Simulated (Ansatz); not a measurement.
Al3GaN4 (P-43m), a film clamped to a substrate

These are results of DFT PBEsol, scalar-relativistic, plane waves, PAW in Ansatz 0.2.0, not measurements. Settings: plane waves to 420 eV, k-mesh 6×6×6 (Γ-centred), Gaussian smearing 0.05 eV. No spin polarisation. Energies are free energies at this smearing, counted from the undisturbed cell; pressure is positive in compression.

Reference structure (relaxed at this level; it needn't be the usual structure):

```
Al Ga N
1.0
     4.40699    0.00000    0.00000
     0.00000    4.40699    0.00000
     0.00000    0.00000    4.40699
Al Ga N
3 1 4
Direct
  0.50000 0.50000 0.00000
  0.50000 0.00000 0.50000
  0.00000 0.50000 0.50000
  0.00000 0.00000 0.00000
  0.74471 0.74471 0.25529
  0.74471 0.25529 0.74471
  0.25529 0.74471 0.74471
  0.25529 0.25529 0.25529
```

The cell (8 atoms, V0 = 85.59 Å³) is strained by p along both x and y and by q along z, fractional coordinates fixed. τp = (1/V0) ∂E/∂p = (σxx + σyy)(1 + p)(1 + q) and τq = (1/V0) ∂E/∂q = σzz(1 + p)², with tension positive.

| p | q | ΔE (meV/atom) | τp (GPa) | τq (GPa) |
| --- | --- | --- | --- | --- |
| 0.000 | 0.000 | 0.00 | -0.05 | -0.03 |
| -0.040 | 0.000 | 50.98 | -39.71 | -13.96 |
| 0.040 | 0.000 | 42.99 | 30.95 | 10.96 |
| 0.000 | -0.040 | 15.38 | -13.76 | -11.54 |
| 0.000 | 0.040 | 14.85 | 11.08 | 11.06 |

Question: Get the second derivatives of the energy density.

Answer: Central differences give A = ∂τp/∂p = 883 GPa (C11 + C22 + 2 C12), C = ∂τq/∂q = 282 GPa (C33) and the cross term B = ∂τq/∂p = 312 GPa (C13 + C23); ∂τp/∂q = 311 GPa must equal B, and any difference shows higher-order terms. Steps this large leave an error of some per cent of A or C in all of these, which can swamp a small B. The ions are clamped. In a cubic crystal C11 = C = 282, C12 = B/2 = 156 GPa and A should be 2(C11 + C12) = 876 GPa; the bulk modulus is (C11 + 2 C12)/3 = 198 GPa.

Question: A film of this crystal grows with z along the normal on a substrate that imposes p. How does its thickness respond, and what does the misfit cost?

Answer: Count p and q from the stress-free cell. A free surface needs τq = 0, so q = −(B/C) p = -1.10 p. The energy density left is (A − B²/C) p²/2 = M p², with the biaxial modulus M = 270 GPa; a misfit of 1 % costs 1.80 meV/atom, against 2.95 meV/atom if the thickness were held.

Forces appear on the atoms along this scan, and letting them relax would lower the energy and soften the response.

The film thins by slightly more than it is stretched in each in-plane direction, and this freedom lowers the misfit cost from 2.95 to 1.80 meV/atom at 1 % strain. The large transverse coupling is typical of a tetrahedral network with polar bonds: bond angles bend more easily than bonds stretch, so the lattice accommodates in-plane strain by rotating bonds towards or away from the plane. Compression costs more than equal extension along both strain paths, as expected when short-range repulsion steepens faster than bonding weakens. The linear thickness response therefore belongs to small misfits.

Relaxing the ions would probably change these axial constants only modestly. In a binary zinc-blende crystal, site symmetry forbids internal forces under such strains; here they arise only from the difference between Al–N and Ga–N bonds, which is mild. Shear along the cube axes, where internal displacement matters even in the binaries, is not sampled, so the results don't carry over to films of other orientations.
